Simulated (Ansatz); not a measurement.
# Random displacements in SnO2

These are results of DFT r2SCAN, scalar-relativistic, plane waves, PAW in Ansatz 0.2.0, not measurements. The runs took a 500 eV cutoff, a Γ-centred 6×6×8 mesh and Gaussian smearing (0.05 eV). No spin polarisation. Energies are free energies at this smearing, counted from the undisturbed cell; pressure is positive in compression.

Zero of the scan (as given, not relaxed at this level):

```xyz
6
Lattice="4.7374 0.0000 0.0000 0.0000 4.7374 0.0000 0.0000 0.0000 3.1864" Properties=species:S:1:pos:R:3 pbc="T T T"
Sn    0.0000    0.0000    0.0000
Sn    2.3687    2.3687    1.5932
O     1.4478    1.4478    0.0000
O     0.9208    3.8165    1.5932
O     3.2895    3.2895    0.0000
O     3.8165    0.9208    1.5932
```

The atoms are displaced (Å, in the unstrained cell):

```
atom ux uy uz
 Sn1  -0.007  -0.008  -0.033
 Sn2  -0.024  -0.009  -0.040
  O3  -0.024   0.025   0.004
  O4   0.041   0.013   0.017
  O5   0.006  -0.008   0.065
  O6   0.008  -0.013  -0.013
```

Strain (Voigt, engineering shear): (0.0054, 0.0123, 0.0079, 0.0469, -0.0247, -0.0370).

(1) What are the energy change, the stress and the forces?

Results:

(1) ΔE = 36.7 meV/atom; stress (xx, yy, zz, yz, xz, xy; compression positive) (-0.82, -0.97, -1.12, -5.36, 1.74, 7.48) GPa; gap on the mesh 1.63 eV.
| atom | Fx (eV/Å) | Fy | Fz |
| --- | --- | --- | --- |
| Sn1 | 0.30 | -0.16 | 0.67 |
| Sn2 | 0.26 | -0.07 | 1.45 |
| O3 | 0.05 | -0.14 | -0.41 |
| O4 | -0.34 | 0.23 | -0.09 |
| O5 | 0.04 | -0.09 | -1.26 |
| O6 | -0.32 | 0.23 | -0.37 |

Cost: 1 run of about 1.9 core-minutes, on Intel Xeon Processor @ 2.50GHz (Skylake/Cascade Lake) (shared hosts).